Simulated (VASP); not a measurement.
# KTaO3 under changes of volume

One of the cells (12.942 Å³/atom); the others are scaled copies at fixed shape and fractional positions:

```
CELL_PARAMETERS angstrom
4.01471 0.00000 0.00000
0.00000 4.01471 0.00000
0.00000 0.00000 4.01471
ATOMIC_POSITIONS crystal
Ta 0.00000 0.00000 0.00000
K 0.50000 0.50000 0.50000
O 0.00000 0.00000 0.50000
O 0.00000 0.50000 0.00000
O 0.50000 0.00000 0.00000
```

```yaml
Program: VASP 6.6.1
Functional: PBEsol
Potentials_or_basis: VASP PAW PBE potentials, release 64 (Ta_pv, K_sv, O)
Cutoff: 520 eV
k_mesh: 7 × 7 × 7
Occupations: fermi-dirac, width 0.05 eV
Spin: no spin polarisation
```

```csv
volume (Å³/atom),energy over the lowest point (meV/atom),pressure (GPa),gap on the mesh (eV)
11.927,?,?,?
12.180,13.16,9.4,2.23
12.434,1.78,4.6,2.19
12.942,0.00,-3.6,2.10
13.196,8.21,-7.1,2.06
13.449,21.63,-10.2,2.02
```

Question: What does the run at 11.927 Å³/atom give?

Answer: Energy over the lowest point 32.68 meV/atom; pressure 14.8 GPa; gap on the mesh 2.27 eV.

Worked out: A Birch-Murnaghan fit of order 3 (a polynomial in V^(-2/3)) to the other rows has its minimum at 12.72 Å³/atom with B0 = V·E''(V) = 203 GPa and B' = 4.3. It gives 32.50 meV/atom at 11.927 Å³/atom, against the run's 32.68, and -dE/dV = 15.0 GPa, against 14.8. A straight line through the other rows of the gap, of slope -2.14 eV per unit of ln V, extrapolates to 2.28 eV, against the run's 2.27.

Energies are extrapolated to zero smearing.

Caveats: the PAW data sets were made with another functional, which shifts forces and pressure a little; spin-orbit coupling is left out, which moves the levels of the heavy elements; an odd mesh through Γ misses points on the zone boundary, where band edges often lie.
